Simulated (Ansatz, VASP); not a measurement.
**Two plane-wave programs on TaSi2**

File INCAR:

```
PREC = Accurate
ENCUT = 520
EDIFF = 1E-7
ISMEAR = -1
SIGMA = 0.05
LREAL = False
LASPH = True
NELM = 60
ALGO = Normal
ISIF = 2
LWAVE = False
LCHARG = False
GGA = PE
NBANDS = 38
```

The input KPOINTS:

```
Automatic mesh
0
Gamma
  7 7 4
```

File POSCAR:

```
TaSi2
1.0
    4.7839000000      0.0000000000      0.0000000000
   -2.3919500000      4.1429789292      0.0000000000
    0.0000000000      0.0000000000      6.5700000000
Ta Si
3 6
Direct
    0.0000000000      0.5000000000      0.3333333333
    0.5000000000      0.5000000000      0.6666666667
    0.5000000000      0.0000000000      0.0000000000
    0.3179400000      0.1589700000      0.3333333333
    0.1589700000      0.8410300000      0.6666666667
    0.8410300000      0.6820600000      0.0000000000
    0.6820600000      0.8410300000      0.3333333333
    0.8410300000      0.1589700000      0.6666666667
    0.1589700000      0.3179400000      0.0000000000
```

File input.yaml:

```yaml
crystal:
  lattice:
    - [4.7839, 0.0, 0.0]
    - [-2.39195, 4.1429789292, 0.0]
    - [0.0, 0.0, 6.57]
  atoms:
    - { symbol: Ta, position: [0.0, 0.5, 0.3333333333] }
    - { symbol: Ta, position: [0.5, 0.5, 0.6666666667] }
    - { symbol: Ta, position: [0.5, 0.0, 0.0] }
    - { symbol: Si, position: [0.31794, 0.15897, 0.3333333333] }
    - { symbol: Si, position: [0.15897, 0.84103, 0.6666666667] }
    - { symbol: Si, position: [0.84103, 0.68206, 0.0] }
    - { symbol: Si, position: [0.68206, 0.84103, 0.3333333333] }
    - { symbol: Si, position: [0.84103, 0.15897, 0.6666666667] }
    - { symbol: Si, position: [0.15897, 0.31794, 0.0] }
hamiltonian:
  xc: pbe
  pseudopotentials: { kind: paw }
kpoints:
  mp_grid: { grid: [7, 7, 4] }
  band_path:
    path:
      - [[0.0, 0.0, 0.0], [0.5, 0.0, 0.0], [0.3333333333, 0.3333333333, 0.0], [0.0, 0.0, 0.0], [0.0, 0.0, 0.5], [0.5, 0.0, 0.5], [0.3333333333, 0.3333333333, 0.5], [0.0, 0.0, 0.5]]
      - [[0.5, 0.0, 0.5], [0.5, 0.0, 0.0]]
      - [[0.3333333333, 0.3333333333, 0.0], [0.3333333333, 0.3333333333, 0.5]]
    npoints: 10
scf:
  occupations: { method: fermi_dirac, width: 0.05 }
  n_extra_bands: 22
output:
  forces: true
  stress: true
  eigenvalues: true
  fatbands: false
```

Alike in both runs: functional PBE; k mesh 7 × 7 × 4; occupations fermi-dirac, width 0.05 eV; no spin polarisation.

```csv
,VASP,Ansatz
version,VASP 6.6.1,Ansatz 0.2.0
potentials or method,"VASP PAW PBE potentials, release 64 (Ta_pv, Si)",Ansatz PAW
plane-wave cutoff (eV),520,420
valence electrons in the cell,57,63
task,single point,band structure
```

VASP gave:

```
gap on the k mesh at the Fermi level (eV)       : none
pressure (GPa)                                  : 2.6
largest component of the traceless stress (GPa) : 0.80
rms of the force components (eV/Å)              : 0.012
```

**Question.** Estimate Ansatz's values.

**Answer.** gap on the k mesh at the Fermi level (eV): none; pressure (GPa): 2.5; largest component of the traceless stress (GPa): 0.79; rms of the force components (eV/Å): 0.014.

Atom by atom the forces differ by 0.002 eV/Å (rms over components). A gap of «none» marks a metal or a gap that the smearing closes. With one functional, cell and mesh, what is left measures potentials, basis and numerics. The two sets of potentials don't hold the same shells in valence.

Caveats: spin-orbit coupling is left out, which moves the levels of the heavy elements (Ansatz). Spin-orbit coupling is left out, which matters for the levels of Ta.
